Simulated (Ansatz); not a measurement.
# Comparing deformations in MgO

Theory: DFT r2SCAN, scalar-relativistic, plane waves, PAW in Ansatz 0.2.0. Cutoff 500 eV, Γ-centred 6×6×6 k-points, Gaussian smearing of 0.05 eV. No spin polarisation. Energies are free energies at this smearing, counted from the undisturbed cell; pressure is positive in compression.

The starting cell (relaxed at this level; this form isn't the usual structure):

```
CELL_PARAMETERS angstrom
3.48410 0.00000 0.00000
-1.74205 3.01732 0.00000
0.00000 0.00000 4.18569
ATOMIC_POSITIONS crystal
Mg 0.66667 0.33333 0.75000
Mg 0.33333 0.66667 0.25000
O 0.66667 0.33333 0.25000
O 0.33333 0.66667 0.75000
```

The cell is strained by ε times a Voigt pattern (xx, yy, zz, yz, xz, xy; engineering shear) with fractional coordinates fixed. τ = (1/V0) dE/dε comes from the stress tensor. Of each scan, only the three points used here are listed.

```
           pattern        ε  τ (GPa)
(0, 0, 1, 0, 0, 0)  -0.0050    -1.41
(0, 0, 1, 0, 0, 0)   0.0000     0.00
(0, 0, 1, 0, 0, 0)   0.0050     1.32
(0, 0, 0, 0, 1, 0)  -0.0100    -1.22
(0, 0, 0, 0, 1, 0)   0.0000     0.00
(0, 0, 0, 0, 1, 0)   0.0050     0.61
```

Task: Which constants do the scans give, and which deformation costs least for the same size of strain tensor?

Result: The slope dτ/dε at zero (parabola through three points) is pᵀCp: (0, 0, 1, 0, 0, 0) gives C33 = 274 GPa; (0, 0, 0, 0, 1, 0) gives C55 = 122 GPa. The size of the strain tensor, ε:ε, is ε² times 1.0, 0.5. Per unit of it the stiffnesses are 274, 244 GPa, so (0, 0, 0, 0, 1, 0) is the softest of these: at ε:ε = (1 %)² the quadratic term costs 0.84 meV/atom against 0.94 for the stiffest. These are clamped-ion values.

Cost: 18 runs of about 1.6 core-minutes in all, on Arm Neoverse V2 (shared hosts).